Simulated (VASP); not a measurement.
# GaAs (F-43m) in VASP: further runs

Runs on GaAs. Level: PBE. Tasks: relaxation of cell and atoms.

All numbers are computed with VASP 6.6.1; they aren't measurements. Logs are shortened: lines on timing, memory, paths and dates and some standing lists are left out, and cuts for length are marked.

## 1. Starting point

The structure is cubic, space group F-43m (No. 216). Conventional cell: a = 5.654 Å, b = 5.654 Å, c = 5.654 Å, α = 90.00°, β = 90.00°, γ = 90.00°. Around Ga (site symmetry -43m) lie 4 As at 2.45 Å. As (site symmetry -43m) has 4 Ga at 2.45 Å as nearest neighbours.

## 2. Relaxation of cell and atoms, PBE

The input, INCAR:

```
SYSTEM = GaAs
  PREC = Accurate
  ENCUT = 600
  EDIFF = 1E-6
  ISMEAR = 0
  SIGMA = 0.03
  LREAL = .False.
  LASPH = .True.
  NELM = 80
  ALGO = Normal
  ISIF = 3
  LWAVE = .False.
  LCHARG = .False.
  GGA = PE
  IBRION = 2
  NSW = 90
  EDIFFG = -0.01
```

The input, KPOINTS:

```
Automatic mesh
0
Gamma
  10 10 10
  0 0 0
```

The input, POSCAR:

```
GaAs
1.0
    0.0000000000      2.8268500000      2.8268500000
    2.8268500000      0.0000000000      2.8268500000
    2.8268500000      2.8268500000      0.0000000000
Ga As
1 1
Direct
    0.0000000000      0.0000000000      0.0000000000
    0.2500000000      0.2500000000      0.2500000000
```

Potentials or basis: VASP PAW PBE potentials, release 64 (Ga_d, As).

Started as:

```bash
> cat potpaw_PBE.64/Ga_d/POTCAR potpaw_PBE.64/As/POTCAR > POTCAR
> mpirun -np 1 vasp_std > vasp.out
```

OUTCAR:

```text
SYSTEM = GaAs
   PREC = Accurate
   ENCUT = 600
   EDIFF = 1E-6
   ISMEAR = 0
   LREAL = .False.
   LASPH = .True.
   NELM = 80
   ISIF = 3
   GGA = PE
   IBRION = 2
   NSW = 90
   EDIFFG = -0.01

 ion  position               nearest neighbor table
   1  0.000  0.000  0.000-   2 2.45   2 2.45   2 2.45   2 2.45
   2  0.250  0.250  0.250-   1 2.45   1 2.45   1 2.45   1 2.45

  LATTYP: Found a face centered cubic cell.
 ALAT       =     5.6537000000

  Lattice vectors:

 A1 = (   0.0000000000,   2.8268500000,   2.8268500000)
 A2 = (   2.8268500000,   0.0000000000,   2.8268500000)
 A3 = (   2.8268500000,   2.8268500000,   0.0000000000)

Analysis of symmetry for initial positions (statically):
=====================================================================
 Subroutine PRICEL returns:
 Original cell was already a primitive cell.

 Routine SETGRP: Setting up the symmetry group for a
 face centered cubic supercell.

 Subroutine GETGRP returns: Found 24 space group operations
 (whereof 24 operations were pure point group operations)
 out of a pool of 48 trial point group operations.

The static configuration has the point symmetry T_d .

Analysis of symmetry for dynamics (positions and initial velocities):
=====================================================================
 Subroutine PRICEL returns:
 Original cell was already a primitive cell.

 Routine SETGRP: Setting up the symmetry group for a
 face centered cubic supercell.

 Subroutine GETGRP returns: Found 24 space group operations
 (whereof 24 operations were pure point group operations)
 out of a pool of 48 trial point group operations.

The dynamic configuration has the point symmetry T_d .

 Subroutine INISYM returns: Found 24 space group operations
 (whereof 24 operations are pure point group operations),
 and found     1 'primitive' translations

----------------------------------------------------------------------------------------

                                     Primitive cell

  volume of cell :      45.1792

  direct lattice vectors                    reciprocal lattice vectors
     0.000000000  2.826850000  2.826850000    -0.176875321  0.176875321  0.176875321
     2.826850000  0.000000000  2.826850000     0.176875321 -0.176875321  0.176875321
     2.826850000  2.826850000  0.000000000     0.176875321  0.176875321 -0.176875321

  length of vectors
     3.997769609  3.997769609  3.997769609     0.306357042  0.306357042  0.306357042

  position of ions in fractional coordinates (direct lattice)
     0.000000000  0.000000000  0.000000000
     0.250000000  0.250000000  0.250000000

  ion indices of the primitive-cell ions
   primitive index   ion index
                 1           1
                 2           2

----------------------------------------------------------------------------------------

 KPOINTS: Automatic mesh

Automatic generation of k-mesh.
 Grid dimensions read from file:
 generate k-points for:   10   10   10

 Generating k-lattice:

  Cartesian coordinates                     Fractional coordinates (reciprocal lattice)
    -0.017687532  0.017687532  0.017687532     0.100000000  0.000000000  0.000000000
     0.017687532 -0.017687532  0.017687532     0.000000000  0.100000000  0.000000000
     0.017687532  0.017687532 -0.017687532     0.000000000  0.000000000  0.100000000

  Length of vectors
     0.030635704  0.030635704  0.030635704

  Shift w.r.t. Gamma in fractional coordinates (k-lattice)
     0.000000000  0.000000000  0.000000000

 Subroutine IBZKPT returns following result:
 ===========================================

 Found     47 irreducible k-points:

 Following reciprocal coordinates:
            Coordinates               Weight
  0.000000  0.000000  0.000000      1.000000
  0.100000  0.000000  0.000000      8.000000
  0.200000  0.000000  0.000000      8.000000
  0.300000  0.000000  0.000000      8.000000
  0.400000  0.000000  0.000000      8.000000
  0.500000  0.000000  0.000000      4.000000
[... 16 lines left out ...]
  0.300000  0.300000  0.000000      6.000000
  0.400000  0.300000  0.000000     24.000000
 [... further k-points ...]
   k-points           NKPTS =     47   k-points in BZ     NKDIM =     47   number of bands    NBANDS=     13
   number of dos      NEDOS =    301   number of ions     NIONS =      2
   total plane-waves  NPLWV =  32768
   dimension x,y,z NGX =    32 NGY =   32 NGZ =   32
   dimension x,y,z NGXF=    64 NGYF=   64 NGZF=   64
   ions per type =               1   1
   NGX,Y,Z   is equivalent  to a cutoff of  13.31, 13.31, 13.31 a.u.
   NGXF,Y,Z  is equivalent  to a cutoff of  26.61, 26.61, 26.61 a.u.
 SYSTEM =  GaAs
   PREC   = accura    normal or accurate (medium, high low for compatibility)
   ISTART =      0    job   : 0-new  1-cont  2-samecut
   ICHARG =      2    charge: 1-file 2-atom 10-const
   ISPIN  =      1    spin polarized calculation?
   LNONCOLLINEAR =      F non collinear calculations
   LSORBIT =      F    spin-orbit coupling
   LASPH  =      T    aspherical Exc in radial PAW
   ENCUT  =  600.0 eV  44.10 Ry    6.64 a.u.   7.98  7.98  7.98*2*pi/ulx,y,z
   NELM   =     80;   NELMIN=  2; NELMDL= -5     # of ELM steps
   EDIFF  = 0.1E-05   stopping-criterion for ELM
   LREAL  =      F    real-space projection
   EDIFFG = -.1E-01   stopping-criterion for IOM
   NSW    =     90    number of steps for IOM
   IBRION =      2    ionic relax: 0-MD 1-quasi-New 2-CG
   NFREE  =      1    steps in history (QN), initial steepest desc. (CG)
   ISIF   =      3    stress and relaxation
   ISYM   =      2    0-nonsym 1-usesym 2-fastsym
   POTIM  = 0.5000    time-step for ionic-motion
   TEBEG  =    0.0;   TEEND  =   0.0 temperature during run
   PSTRESS=    0.0 pullay stress
   NELECT =      18.0000    total number of electrons
   NUPDOWN=      -1.0000    fix difference up-down
   EMIN   =  10.00;   EMAX   =-10.00  energy-range for DOS
   EFERMI =   0.00;   METHOD = LEGACY
   ISMEAR =     0;   SIGMA  =   0.03  broadening in eV -4-tet -1-fermi 0-gaus
   EFERMI_NEDOS =   21; number of points for ismear=-14 and -15
   IALGO  =     38    algorithm
   IMIX   =      4    mixing-type and parameters
     AMIX     =   0.40;   BMIX     =  1.00
     AMIX_MAG =   1.60;   BMIX_MAG =  1.00
  volume/ion in A,a.u.               =      22.59       152.44
  Fermi-wavevector in a.u.,A,eV,Ry     =   1.204628  2.276417 19.743799  1.451128
  Thomas-Fermi vector in A             =   2.340347
   LORBIT       =      0    0 simple, 1 ext, 2 COOP (PROOUT), +10 PAW based schemes
   GGA     = PE    functional components
   LHFCALC =     F    Hartree Fock is set to
   AEXX    =    0.0000 exact exchange contribution
   IVDW    =     0    specifies the selected vdW correction
   LEPSILON=     F    determine dielectric tensor
   LRPA    =     F    only Hartree local field effects (RPA)
 conjugate gradient relaxation of ions
 non-spin polarized calculation
 Gauss-broadening in eV      SIGMA  =   0.03
  energy-cutoff  :      600.00
  volume of cell :       45.18
 maximum number of plane-waves:      1524
   NGX = 15   NGY = 15   NGZ = 15

--------------------------------------- Ionic step        1  -------------------------------------------

 number of electron      18.0000011 magnetization

 Free energy of the ion-electron system (eV)
  ---------------------------------------------------
  ext. energy  EPLUGINS =         0.00000000
  ---------------------------------------------------
  free energy    TOTEN  =        -8.25071693 eV

  energy without entropy =       -8.25071693  energy(sigma->0) =       -8.25071693

------------------------ aborting loop because EDIFF is reached ----------------------------------------

  FORCE on cell =-STRESS in cart. coord.  units (eV):
  Direction    XX          YY          ZZ          XY          YZ          ZX
  --------------------------------------------------------------------------------------
  -------------------------------------------------------------------------------------
  Total        0.9723923      0.9723923      0.9723923      0.0000000     -0.0000000     -0.0000000
  in kB       34.4836949     34.4836949     34.4836949      0.0000000     -0.0000000     -0.0000000
  external PRESSURE =      34.4836949 kB  Pullay stress =       0.0000000 kB
[... 57 lines left out ...]
  energy  without entropy=       -8.2716525819  energy(sigma->0) =       -8.27167893

--------------------------------------- Ionic step        3  -------------------------------------------

 number of electron      17.9999994 magnetization

 Free energy of the ion-electron system (eV)
  ---------------------------------------------------
  ext. energy  EPLUGINS =         0.00000000
  ---------------------------------------------------
  free energy    TOTEN  =        -8.27484130 eV

  energy without entropy =       -8.27484113  energy(sigma->0) =       -8.27484122

 E-fermi :   3.5427     XC(G=0):  -9.3613

 val. band max:        3.4669887503   @ k =   0.0000   0.0000   0.0000
 cond. band min:       3.6119707565   @ k =   0.0000   0.0000   0.0000
 fundamental gap:      0.1449820063
 Fermi energy:         3.5426513413

 k-point     1 :       0.0000    0.0000    0.0000
  band No.  band energies     occupation
      1     -11.2555      2.00000
      2     -11.2555      2.00000
      3     -11.2555      2.00000
      4     -11.1880      2.00000
      5     -11.1880      2.00000
      6      -8.9056      2.00000
      7       3.4670      1.99964
      8       3.4670      1.99964
      9       3.4670      1.99964
     10       3.6120      0.00108
     11       7.1821      0.00000
     12       7.1821      0.00000
     13       7.1821      0.00000
[... 353 lines left out ...]
 k-point    24 :       0.4000    0.3000    0.0000
  band No.  band energies     occupation
      1     -11.3311      2.00000
      2     -11.2253      2.00000
      3     -11.2241      2.00000
      4     -11.2022      2.00000
      5     -11.1799      2.00000
      6      -7.3049      2.00000
      7      -2.0675      2.00000
      8       1.0524      2.00000
      9       1.3676      2.00000
     10       5.3516      0.00000
     11       6.2923      0.00000
     12      10.5380      0.00000
     13      11.1685      0.00000

 [... further k-points ...]
[... 5 lines left out ...]
  --------------------------------------------------------------------------------------
  -------------------------------------------------------------------------------------
  Total       -0.0191420     -0.0191420     -0.0191420      0.0000000      0.0000000      0.0000000
  in kB       -0.6452117     -0.6452117     -0.6452117      0.0000000      0.0000000      0.0000000
  external PRESSURE =      -0.6452117 kB  Pullay stress =       0.0000000 kB
[... 17 lines left out ...]
  FREE ENERGIE OF THE ION-ELECTRON SYSTEM (eV)
  ---------------------------------------------------
  free  energy   TOTEN  =        -8.2748413038 eV

  energy  without entropy=       -8.2748411348  energy(sigma->0) =       -8.27484122

 reached required accuracy - stopping structural energy minimisation
```

It took 46 s on 1 thread of Intel Xeon Platinum 8488C (Sapphire Rapids), shared host; peak memory 0.2 GiB.

What came out:

```yaml
Free_energy: -8.2748 eV
Relaxed_volume: 23.77 Å³/atom
Relaxed_cell: a = 4.066 Å, b = 4.066 Å, c = 4.066 Å, α = 60.00°, β = 60.00°, γ = 60.00°
Space_group_after_relaxing_to_0.05_Å: F-43m (No. 216)
Energy_gained_by_relaxing: 12.1 meV/atom
Ionic_steps: 3
Pressure_after_relaxing: -0.1 GPa
Band_gap_on_the_k_mesh: 0.15 eV, direct
```

Step by step:
```tsv
step	energy change (eV)	largest force (eV/Å)	pressure (GPa)	volume (Å³)
1	0.0000	0.0000	3.45	45.18
2	-0.0210	0.0000	-1.02	48.43
3	-0.0241	0.0000	-0.06	47.53
```

Final structure:
```
CELL_PARAMETERS angstrom
0.00000 2.87512 2.87512
2.87512 0.00000 2.87512
2.87512 2.87512 0.00000
ATOMIC_POSITIONS crystal
Ga 0.00000 0.00000 0.00000
As 0.25000 0.25000 0.25000
```

Levels at points of the mesh, in eV from the valence-band top:
```csv
k point,band 5,band 6,band 7,band 8,band 9,band 10,band 11,band 12,band 13
"(0.00, 0.00, 0.00)",-14.66,-12.37,0.00,0.00,0.00,0.15,3.72,3.72,3.72
"(0.50, 0.00, 0.00)",-14.65,-10.76,-6.37,-1.07,-1.07,0.86,4.62,4.62,7.70
"(0.50, 0.50, 0.00)",-14.64,-10.09,-6.59,-2.50,-2.50,1.56,1.68,9.77,9.77
```

## 3. Relaxation of cell and atoms, PBE

This run uses another cell than the first one, of 23.77 Å³/atom, 1.052 times its volume.

INCAR: that of step 2 with these lines changed.

```diff
@@ -3,3 +3,3 @@
   ENCUT = 600
-  EDIFF = 1E-6
+  EDIFF = 1E-7
   ISMEAR = 0
@@ -16,2 +16,2 @@
   NSW = 90
-  EDIFFG = -0.01
+  EDIFFG = -0.005
```

KPOINTS is that of step 2.

The input, POSCAR:

```
GaAs                                    
1.0
    0.0000000000      2.8751155360      2.8751155360
    2.8751155360     -0.0000000000      2.8751155360
    2.8751155360      2.8751155360     -0.0000000000
  Ga              As            
     1     1
Direct
     0.0000000000000000    0.0000000000000000    0.0000000000000000
     0.2500000000000000    0.2500000000000000    0.2500000000000000
```

Potentials or basis: VASP PAW PBE potentials, release 64 (Ga_d, As).

Started as:

```bash
> cat potpaw_PBE.64/Ga_d/POTCAR potpaw_PBE.64/As/POTCAR > POTCAR
> mpirun -np 1 vasp_std > vasp.out
```

OUTCAR:

```text
SYSTEM = GaAs
   PREC = Accurate
   ENCUT = 600
   EDIFF = 1E-7
   ISMEAR = 0
   LREAL = .False.
   LASPH = .True.
   NELM = 80
   ISIF = 3
   GGA = PE
   IBRION = 2
   NSW = 90
   EDIFFG = -0.005

 ion  position               nearest neighbor table
   1  0.000  0.000  0.000-   2 2.49   2 2.49   2 2.49   2 2.49
   2  0.250  0.250  0.250-   1 2.49   1 2.49   1 2.49   1 2.49

  LATTYP: Found a face centered cubic cell.
 ALAT       =     5.7502310720

  Lattice vectors:
[... 565 lines left out ...]
      8       1.0525      2.00000
      9       1.3677      2.00000
     10       5.3515      0.00000
     11       6.2922      0.00000
     12      10.5380      0.00000
     13      11.1685      0.00000

 [... further k-points ...]
[... 5 lines left out ...]
  --------------------------------------------------------------------------------------
  -------------------------------------------------------------------------------------
  Total       -0.0038253     -0.0038253     -0.0038253      0.0000000     -0.0000000      0.0000000
  in kB       -0.1289379     -0.1289379     -0.1289379      0.0000000     -0.0000000      0.0000000
  external PRESSURE =      -0.1289379 kB  Pullay stress =       0.0000000 kB

 VOLUME and BASIS-vectors are now :
 -----------------------------------------------------------------------------
  energy-cutoff  :      600.00
  volume of cell :       47.53
      direct lattice vectors                 reciprocal lattice vectors
     0.000000000  2.875115536  2.875115536    -0.173906055  0.173906055  0.173906055
     2.875115536  0.000000000  2.875115536     0.173906055 -0.173906055  0.173906055
     2.875115536  2.875115536  0.000000000     0.173906055  0.173906055 -0.173906055

 POSITION                                       TOTAL-FORCE (eV/Angst)
 -----------------------------------------------------------------------------------
      0.00000      0.00000      0.00000        -0.000000     -0.000000     -0.000000
      1.43756      1.43756      1.43756         0.000000      0.000000      0.000000
 -----------------------------------------------------------------------------------
    total drift:                                0.000002      0.000002      0.000002

  FREE ENERGIE OF THE ION-ELECTRON SYSTEM (eV)
  ---------------------------------------------------
  free  energy   TOTEN  =        -8.2751304328 eV

  energy  without entropy=       -8.2751302606  energy(sigma->0) =       -8.27513035

 reached required accuracy - stopping structural energy minimisation
```

OSZICAR:

```text
N       E                     dE             d eps       ncg     rms          rms(c)
DAV:   1     0.858956433294E+02    0.85896E+02   -0.10051E+04  1222   0.202E+03
DAV:   2    -0.136218525364E+01   -0.87258E+02   -0.84390E+02  1317   0.353E+02
DAV:   3    -0.829828171266E+01   -0.69361E+01   -0.68608E+01  1497   0.799E+01
DAV:   4    -0.842235005021E+01   -0.12407E+00   -0.12400E+00  1468   0.118E+01
DAV:   5    -0.842463615646E+01   -0.22861E-02   -0.22858E-02  1457   0.140E+00    0.275E+00
DAV:   6    -0.829046125111E+01    0.13417E+00   -0.25584E-01  1879   0.927E+00    0.165E+00
DAV:   7    -0.827375269879E+01    0.16709E-01   -0.66613E-02  1590   0.201E+00    0.553E-01
DAV:   8    -0.827460627857E+01   -0.85358E-03   -0.99512E-03  1402   0.138E+00    0.924E-02
DAV:   9    -0.827501131101E+01   -0.40503E-03   -0.10677E-03  1530   0.471E-01    0.558E-02
DAV:  10    -0.827507404565E+01   -0.62735E-04   -0.74253E-05  1570   0.918E-02    0.302E-02
DAV:  11    -0.827512954343E+01   -0.55498E-04   -0.87733E-05  1302   0.760E-02    0.424E-03
DAV:  12    -0.827512997023E+01   -0.42680E-06   -0.13536E-06  1495   0.169E-02    0.173E-03
DAV:  13    -0.827513044811E+01   -0.47788E-06   -0.58158E-07  1370   0.651E-03    0.582E-04
DAV:  14    -0.827513043278E+01    0.15323E-07   -0.15402E-08   861   0.169E-03
   1 F= -.82751304E+01 E0= -.82751303E+01  d E =-.827513E+01
```

CONTCAR:

```text
GaAs
   1.00000000000000
     0.0000000000000000    2.8751155360000000    2.8751155360000000
     2.8751155360000000    0.0000000000000000    2.8751155360000000
     2.8751155360000000    2.8751155360000000    0.0000000000000000
  Ga              As
     1     1
Direct
     0.0000000000000000    0.0000000000000000    0.0000000000000000
     0.2500000000000000    0.2500000000000000    0.2500000000000000

  0.00000000E+00  0.00000000E+00  0.00000000E+00
  0.00000000E+00  0.00000000E+00  0.00000000E+00
```

Wall time 23 s (1 thread of Intel Xeon Platinum 8488C (Sapphire Rapids), shared host); peak memory 0.19 GiB.

What came out:

| Item | Value |
| --- | --- |
| Free energy | -8.2751 eV |
| Pressure after relaxing | 0.0 GPa |
| Band gap on the k mesh | 0.14 eV, direct |

Final structure:
```cif
data_structure
_symmetry_space_group_name_H-M 'P 1'
_symmetry_Int_Tables_number 1
_cell_length_a 4.0660
_cell_length_b 4.0660
_cell_length_c 4.0660
_cell_angle_alpha 60.000
_cell_angle_beta 60.000
_cell_angle_gamma 60.000
_cell_volume 47.53
loop_
_atom_site_label
_atom_site_type_symbol
_atom_site_fract_x
_atom_site_fract_y
_atom_site_fract_z
_atom_site_occupancy
Ga1 Ga 0.00000 0.00000 0.00000 1
As1 As 0.25000 0.25000 0.25000 1
```

Levels at points of the mesh, in eV from the valence-band top:
| k point | band 7 | band 8 | band 9 | band 10 | band 11 | band 12 |
| --- | --- | --- | --- | --- | --- | --- |
| (0.00, 0.00, 0.00) | 0.00 | 0.00 | 0.00 | 0.14 | 3.71 | 3.71 |
| (0.50, 0.00, 0.00) | -6.37 | -1.07 | -1.07 | 0.86 | 4.62 | 4.62 |
| (0.50, 0.50, 0.00) | -6.59 | -2.50 | -2.50 | 1.56 | 1.68 | 9.77 |

Caveat: the relaxation stopped at its first step, so nothing moved. Expect the measured gap to be larger: semilocal functionals such as PBE lack the derivative discontinuity.
